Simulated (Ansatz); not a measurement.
Runs of Ansatz 0.2.0 on Be. It takes space group P6_3/mmc (No. 194, hexagonal). The conventional cell has a = 2.285 Å, b = 2.285 Å, c = 3.584 Å, α = 90.00°, β = 90.00°, γ = 120.00°. Be (site symmetry -6m2) has 12 Be at 2.23 to 2.29 Å as nearest neighbours. 

```tsv
task	level	cell	k mesh	cutoff (eV)	q mesh	points for each segment of the path	atoms under strain	gap on the mesh (eV)	pressure (GPa)	V0 of scaled cells (Å³/atom)	B0 (GPa)
single point	PBEsol	atoms moved at random, drawn with an rms of 0.05 Å	13 × 13 × 8	420	-	-	-	none	-3.7	-	-
equation of state	r2SCAN	as given	13 × 13 × 8	500	-	-	-	-	-	7.91	125
equation of state	PBE	as given	13 × 13 × 8	420	-	-	-	-	-	(a)	123
phonons	PBEsol	as given	12 × 12 × 6	420	2 × 2 × 2	8	-	none	-	-	-
elastic constants	PBEsol	as given	12 × 12 × 6	420	-	-	clamped	none	-4.0	-	-
equation of state	PBEsol	as given	13 × 13 × 8	420	-	-	-	-	-	(b)	124
single point	PBEsol	as given	13 × 13 × 8	420	-	-	-	none	-3.9	-	-
```

Alike in all rows: potentials or basis Ansatz PAW; no spin polarisation; smearing fermi-dirac 0.05 eV.

**Question.** Estimate the missing entries.

**Answer.** (a) 7.92; (b) 7.84.

Caveats: the PAW data sets come from PBE, with cores solved anew for the run's functional, which leaves a small shift of forces and pressure (some runs); the cell was scaled at fixed shape and fractional positions, which overstates the stiffness of a crystal with free parameters, most of all of layers and chains (some runs); the PAW data sets were made with another functional, which shifts forces and pressure a little (some runs); the cell is more than 3 GPa from zero pressure, which shifts response properties (some runs); elastic constants of metals need much finer meshes, so these are rough (some runs).

A gap of «none» marks a metal or a gap under the smearing width.
